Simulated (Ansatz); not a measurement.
Input and command of a plane-wave DFT calculation in Ansatz:

```yaml
crystal:
  lattice:
    - [-1.44279332, 1.44279332, 1.37608145]
    - [1.44279332, -1.44279332, 1.37608145]
    - [1.44279332, 1.44279332, -1.37608145]
  atoms:
    - { symbol: Cu, position: [0.0, 0.0, 0.0] }
basis:
  ecutwfc: 420
kpoints:
  mp_grid: { grid: [20, 20, 20] }
hamiltonian:
  xc: pbesol
scf:
  occupations: { method: methfessel_paxton, width: 0.2 }
output:
  forces: true
  stress: true
  eigenvalues: true
```

```bash
ansatz run input.yaml --threads 1 --pin off --max-ram 2560MiB --backend cpu --events-out ev --progress --plain --runs-dir out
```

Processor: Intel(R) Xeon(R) Processor @ 2.50GHz (Skylake/Cascade Lake), 1 thread, on a host shared with other jobs.

**Question.** How long does it run, and how much memory does it take?

**Answer.** About 13 s on 1 thread of Intel(R) Xeon(R) Processor @ 2.50GHz (Skylake/Cascade Lake), with other jobs on the host, peak memory 0.4 GiB. It solves 14 bands at 641 k points (the mesh reduced by symmetry) with about 225 plane waves, in 5 SCF iterations.
